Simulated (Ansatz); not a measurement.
The cell is COD entry 1548816, which may be a prediction rather than a measurement; nothing was relaxed.

An input for TiSe₂: DFT, PBE, all-electron PAW with datasets made for the crystal, scalar-relativistic (Ansatz 0.2.0).

```yaml
crystal:
  lattice:
    - [3.5360018066, 0.0, 0.0]
    - [-1.7680009033, 3.0622673924, 0.0]
    - [0.0, 0.0, 6.004]
  atoms:
    - { symbol: Ti, position: [0.0, 0.0, 0.0] }
    - { symbol: Se, position: [0.3333333333, 0.6666666667, 0.2552] }
    - { symbol: Se, position: [0.6666666667, 0.3333333333, 0.7448] }
kpoints:
  mp_grid: { grid: [12, 12, 6] }
  band_path:
    path:
      - [0.0, 0.0, 0.0]
      - [0.5, 0.0, 0.0]
      - [0.3333333333, 0.3333333333, 0.0]
      - [0.0, 0.0, 0.0]
      - [0.0, 0.0, 0.5]
      - [0.5, 0.0, 0.5]
      - [0.3333333333, 0.3333333333, 0.5]
      - [0.0, 0.0, 0.5]
      - [0.5, 0.0, 0.5]
    npoints: 8
scf:
  occupations: { method: fermi_dirac, width: 0.03 }
hamiltonian:
  xc: pbe
  pseudopotentials: { kind: all_electron, datasets: crystal }
output:
  forces: true
  stress: true
  eigenvalues: true
  efg: { contact_densities: true }
```

Set-up and iterations as logged by Ansatz (the results part is left out, to be predicted):

```
hamiltonian.pseudopotentials.datasets: crystal makes datasets for this crystal and solves the spheres of its atoms anew in each pass: cutoff 220.0 eV, the density's 1100.0 eV; for an error of 0.50 meV an atom under PBE, 1.5 meV for the cell; an energy difference from a run of another recipe may be off by several times the error for the cell, under r2SCAN by more, where some 0.1 meV an atom stays at smaller errors; Ti in spheres of 1.376 Å, 4 of its electrons in bands, 8 on its site; Se in spheres of 1.175 Å, 6 of its electrons in bands, 10 on its site; only band paths and densities of states list, in semicore columns, the levels of the semicore shells that are solved separately: 3s of Ti, 3p of Ti, 3d of Se
Engine: ansatz 0.2.0
Pseudopotentials: kind: all_electron
Pseudopotential: Ti, paw, valence charge 12, recommended cutoff 220 eV (normal), Koelling and Harmon's equation, gaussian nucleus
Pseudopotential: Se, paw, valence charge 16, recommended cutoff 220 eV (normal), Koelling and Harmon's equation, gaussian nucleus
Functional definition: PBE
  parameter kappa = 0.804
  parameter beta = 0.06672455060314922
  exchange = pbe_x(kappa = kappa, mu = beta*pi^2/3)
  correlation = pbe_c(beta = beta)
Crystal: 3 atoms, lattice volume = 65.012 Å³
Basis set: ecut = 220 eV, 501 PW (Γ), exchange–correlation on 40×40×72 points (8 copies of the dense FFT grid, shifted against one another)
Bands: 12, of which v1, the nominal top of the filled ones, is band 8 counted from 1 (7 counted from 0)
Symmetry: 12 space group operations
Space group: P-3m1 (ITA 164), of the structure as read, at distance tolerance 4.0e-5 Å
k-points: 100 of 864
Non-local potential: Ti, projectors of the file, l = 0: 1, l = 1: 1, l = 2: 2
Non-local potential: Se, projectors of the file, l = 0: 1, l = 1: 1
PAW form: soft (Blöchl's): semilocal exchange-correlation on the pseudo side does not see the compensation charge
PAW one-centre angular grid: Ti, 590 points (default); XC on its mesh's 1951 points in the sphere
PAW one-centre angular grid: Se, 110 points (default); XC on its mesh's 1851 points in the sphere
Initial density: superposition of atomic densities (neutral atoms: chi_scale 0, normalization atom)
Initial wavefunctions: pseudopotential atomic-orbital guess
Functional: x = pbe(κ = 0.804, μ = 0.2195149727645171), c = pbe(β = 0.06672455060314922)
iter 1 solved again at ethr=1.18e-2 eV; its pass at ethr=1.00e-1 eV (dr2=1.88e0 eV) is discarded
SCF iter   1: F=—  HF=-155488.404625 eV  |F-HF|=—  |Δ(HF+E_count)|=         —  Δρ=4.93e-2  dr2=1.96e0  ethr=1.18e-2  ⟨swp⟩=2.1  Hψ=6473  notcnv=0
SCF iter   2: F=—  HF=-155488.714004 eV  |F-HF|=—  |Δ(HF+E_count)|=   3.09e-1  Δρ=8.23e-2  dr2=8.76e0  ethr=1.18e-2  ⟨swp⟩=4.0  Hψ=3830  notcnv=0  defer=1  recentre
SCF iter   3: F=—  HF=-155488.295959 eV  |F-HF|=—  |Δ(HF+E_count)|=   4.18e-1  Δρ=4.65e-2  dr2=2.32e0  ethr=1.18e-2  ⟨swp⟩=4.0  Hψ=3591  notcnv=0
iter 4 solved again at ethr=9.50e-4 eV; its pass at ethr=1.18e-2 eV (dr2=1.52e-1 eV) is discarded
SCF iter   4: F=—  HF=-155488.013774 eV  |F-HF|=—  |Δ(HF+E_count)|=   2.82e-1  Δρ=1.06e-2  dr2=8.98e-2  ethr=9.50e-4  ⟨swp⟩=3.8  Hψ=6061  notcnv=0
eigensolver tolerance schedule: the retry pair's looser diagonalisation over-reported the residual by 0.69 of it (diagonalisation noise at 0.80 of the residual, at the tolerance the schedule requests for it); recorded, not acted on — ethr = c·dr2/N_el stays at c = 1.0e-1
SCF iter   5: F=—  HF=-155488.025194 eV  |F-HF|=—  |Δ(HF+E_count)|=   1.14e-2  Δρ=1.10e-2  dr2=1.45e-1  ethr=5.61e-4  ⟨swp⟩=4.0  Hψ=3263  notcnv=0  defer=1
SCF iter   6: F=—  HF=-155488.009497 eV  |F-HF|=—  |Δ(HF+E_count)|=   1.57e-2  Δρ=3.77e-3  dr2=1.76e-2  ethr=5.61e-4  ⟨swp⟩=2.0  Hψ=2397  notcnv=0  defer=1
SCF iter   7: F=—  HF=-155488.011685 eV  |F-HF|=—  |Δ(HF+E_count)|=   2.19e-3  Δρ=1.85e-3  dr2=5.17e-3  ethr=1.10e-4  ⟨swp⟩=3.7  Hψ=3033  notcnv=0  defer=1
SCF iter   8: F=—  HF=-155488.011156 eV  |F-HF|=—  |Δ(HF+E_count)|=   5.29e-4  Δρ=6.10e-4  dr2=5.29e-4  ethr=3.23e-5  ⟨swp⟩=2.0  Hψ=2674  notcnv=0
SCF iter   9: F=—  HF=-155488.011183 eV  |F-HF|=—  |Δ(HF+E_count)|=   2.76e-5  Δρ=1.55e-4  dr2=3.58e-5  ethr=3.31e-6  ⟨swp⟩=3.5  Hψ=2319  notcnv=0  defer=1
SCF iter  10: F=—  HF=-155488.011188 eV  |F-HF|=—  |Δ(HF+E_count)|=   4.57e-6  Δρ=1.69e-4  dr2=3.66e-5  ethr=2.24e-7  ⟨swp⟩=3.9  Hψ=2332  notcnv=0
SCF iter  11: F=—  HF=-155488.011184 eV  |F-HF|=—  |Δ(HF+E_count)|=   4.15e-6  Δρ=3.73e-5  dr2=1.74e-6  ethr=2.24e-7  ⟨swp⟩=2.0  Hψ=2019  notcnv=0
SCF iter  12: F=—  HF=-155488.011184 eV  |F-HF|=—  |Δ(HF+E_count)|=   2.26e-7  Δρ=1.70e-5  dr2=4.18e-7  ethr=1.09e-8  ⟨swp⟩=3.9  Hψ=2400  notcnv=0
SCF iter  13: F=-155488.011184 eV  HF=-155488.011184 eV  |F-HF|=7.48e-9  |Δ(HF+E_count)|=   4.29e-8  Δρ=2.20e-6  dr2=7.88e-9  ethr=2.62e-9  ⟨swp⟩=2.6  Hψ=2075  notcnv=0
```

**Question.** What pressure will this run report?

**Answer.** 1.50 GPa (positive in compression).

**Question.** How large will the largest force be?

**Answer.** 0.063 eV/Å.

**Question.** Is there a band gap?

**Answer.** none: bands cross the Fermi level, a metal.
